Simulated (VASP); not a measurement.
**Li: single point with PBE**

Slab: Li, a slab with vacuum.

```xyz
17
Lattice="6.9800 0.0000 0.0000 3.4900 4.9356 0.0000 0.0000 0.0000 19.4034" Properties=species:S:1:pos:R:3 pbc="T T T"
Li    0.0000    2.4678    1.0000
Li    3.4900    2.4678    1.0000
Li    1.7450    4.9356    1.0000
Li    5.2350    4.9356    1.0000
Li   -0.0025    0.0061    3.3297
Li    3.4836   -0.0193    3.3466
Li    1.7543    2.4646    3.2516
Li    5.2123    2.4636    3.3184
Li    0.0538    2.4906    5.6063
Li    3.4082    2.4369    5.6635
Li    1.7721    4.9579    5.8299
Li    5.1887    4.9115    5.8348
Li    0.0133   -0.0566    8.4290
Li    3.4648    0.0091    8.3119
Li    1.6538    2.4496    8.0630
Li    5.2468    2.4346    7.8367
Li    6.5930    2.5721   10.3155
```

The cell was built by a generator and needn't be a form met in nature.

```yaml
Program: VASP 6.6.1
Task: single point
Functional: PBE
Potentials_or_basis: VASP PAW PBE potentials, release 64 (Li_sv)
Cutoff: 520 eV
k_mesh: 4 × 5 × 1
Occupations: gaussian, width 0.15 eV
Spin: no spin polarisation
```

| Quantity | Value |
| --- | --- |
| Largest force | 0.035 eV/Å |
| Band gap on the k mesh | none (metal or under the smearing width) |

Forces in eV/Å, atoms in the order of the input:
```
Li  -0.018  0.000 -0.014
Li   0.014  0.000 -0.032
Li  -0.005  0.002  0.015
Li   0.003  0.000  0.013
Li   0.001  0.003  0.000
Li  -0.002  0.006  0.003
Li   0.002 -0.006  0.002
Li   0.001 -0.006  0.001
Li   0.001  0.004 -0.007
Li  -0.005  0.003 -0.008
Li   0.003 -0.013  0.002
Li  -0.001 -0.002  0.000
Li   0.001 -0.006  0.000
Li   0.004  0.014  0.008
Li   0.005  0.003 -0.008
Li   0.009  0.006  0.005
Li  -0.012 -0.007  0.021
```

Levels at points of the mesh, in eV from the Fermi level:
```
           k point  band 23  band 24  band 25  band 26  band 27  band 28  band 29  band 30
(0.00, 0.00, 0.00)    -0.01     0.02     0.07     0.14     0.24     0.27     0.27     0.36
(0.50, 0.00, 0.00)    -0.85    -0.23    -0.19     0.09     0.25     0.39     0.40     1.17
```

Run time: 25 min on 1 thread of Intel(R) Xeon(R) Platinum 8488C (Sapphire Rapids), with other jobs on the host, peak memory 0.78 GiB.
